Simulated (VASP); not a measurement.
Runs of VASP 6.6.1 on Os. It takes space group Fm-3m (No. 225, cubic). Conventional cell: a = 3.822 Å, b = 3.822 Å, c = 3.822 Å, α = 90.00°, β = 90.00°, γ = 90.00°. Os (site symmetry m-3m) is surrounded by 12 Os at 2.70 Å. This isn't the form of Os at room conditions, which is hcp.

```tsv
level	k mesh	cutoff (eV)	smearing	gap on the mesh (eV)	pressure (GPa)
PBEsol	18 × 18 × 18	700	gaussian 0.1 eV	none	0.0
PBEsol	18 × 18 × 18	900	gaussian 0.1 eV	none	0.0
r2SCAN	18 × 18 × 18	520	gaussian 0.1 eV	none	4.3
PBEsol	18 × 18 × 18	520	gaussian 0.5 eV	none	(a)
PBEsol	28 × 28 × 28	520	gaussian 0.1 eV	none	-0.1
```

Alike in all rows: task single point; potentials or basis VASP PAW PBE potentials, release 64 (Os); no spin polarisation; cell as given.

Task: Estimate the missing entries.

Result: (a) 0.8.

Caveats: the PAW data sets were made with another functional, which shifts forces and pressure a little.

A k mesh can miss the band edges, and the runs leave out spin-orbit coupling on Os.

A gap of «none» marks a metal or a gap under the smearing width.
